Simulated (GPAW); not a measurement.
Set up this calculation in GPAW 26.7.0, as an ASE script.

* Task: single point
* Functional: LDA
* Potentials or basis: the program's PAW data sets (release 1.2.1) made for this functional
* Cutoff: 450 eV
* Basis: pw
* k mesh: 9 × 9 × 9
* Occupations: fermi-dirac, width 0.05 eV
* Spin: no spin polarisation
* Maxiter: 80

Al:

```
Al
1.0
     0.00000    2.02481    2.02481
     2.02481    0.00000    2.02481
     2.02481    2.02481    0.00000
Al
1
Direct
  0.00000 0.00000 0.00000
```

The input as run:

run.py

```python
from ase.dft.bandgap import bandgap
from ase.io import write
from ase.spacegroup import crystal
from ase.units import GPa
from gpaw import GPAW, PW

# Al 4a
atoms = crystal(['Al'],
                basis=[[0.0, 0.0, 0.0]],
                spacegroup=225, setting=1,  # Fm-3m
                cellpar=[4.04961, 4.04961, 4.04961, 90.0, 90.0, 90.0],
                primitive_cell=True)

calc = GPAW(mode=PW(450),
            xc='LDA',
            kpts={'size': (9, 9, 9), 'gamma': True},
            occupations={'name': 'fermi-dirac', 'width': 0.05},
            nbands=7,
            convergence={'density': 1e-05, 'energy': 1e-05},
            maxiter=80,
            txt='gpaw.txt')
atoms.calc = calc
energy = atoms.get_potential_energy()
forces = atoms.get_forces()
stress = atoms.get_stress()
calc.write('gs.gpw')
write('result.traj', atoms)
print(f'Energy: {energy:.6f} eV')
print('Forces (eV/A):')
print(forces.round(4))
print('Stress (GPa):', (stress / GPa).round(3))
print('Fermi level:', round(calc.get_fermi_level(), 4), 'eV')
print(f'Gap: {bandgap(calc)[0]:.4f} eV, direct: {bandgap(calc, direct=True)[0]:.4f} eV')
```

Potentials or basis: the program's PAW data sets (release 1.2.1) made for this functional, pw.

The run is started by

```bash
$ OMP_NUM_THREADS=1 python run.py
```

Results of the run:

```json
{
 "Pressure": "-3.3 GPa",
 "Band gap on the k mesh": "none (metal or under the smearing width)"
}
```

Caveat: the cutoff is short for stress and forces, so pressures can be off by a GPa or more.

It took 3.5 s on 1 thread of Arm Neoverse V1 (shared host), peak memory 0.12 GiB.
